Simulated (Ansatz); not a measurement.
**Compressing TiAl: a fit and a missing row**

TiAl, P4/mmm, a = 2.811 Å, c = 4.065 Å. The structure is a COD entry; whether it is the stable form wasn't checked. Ansatz: r2SCAN, PAW, 500 eV, Γ-centred 14×14×10 mesh on 2 atoms, Gaussian smearing 0.10 eV; no spin polarisation. Shape and atoms are relaxed at each volume; pressure is positive in compression.

```
V (Å³/atom) P (GPa)
     14.129        ?
     14.610    13.68
     15.092     8.44
     15.574     3.91
     16.055     0.00
     16.537    -3.38
     17.019    -6.29
     17.661    -9.57
```

Question: Take V0 = 16.055 Å³/atom, fit the third-order Birch–Murnaghan form to the other rows, and predict the missing pressure.

Answer: With the Eulerian strain f = ½[(V0/V)^(2/3) − 1] and y = P/[3f(1 + 2f)^(5/2)], the form is the line y = B0 + 1.5 B0 (B0′ − 4) f. Rows (f, y): 0.03245, 120.1; 0.02105, 120.6; 0.01024, 121.0; -0.00976, 121.3; -0.01906, 121.2; -0.03079, 121.4. Means f = 0.0006883, y = 120.93; Σ(Δf)² = 0.003005, ΣΔfΔy = -0.05641; the slope is their ratio. y = 120.9 − 18.77 f GPa, so B0 = 120.9 GPa and B0′ = 4 + 2 × (-18.77)/(3 × 120.9) = 3.90. At V = 14.129, f = 0.04446, y = 120.07 and P = 19.82 GPa. The run gave 19.75 GPa, so the fit is 0.07 GPa too high, a small miss on the scale of the series.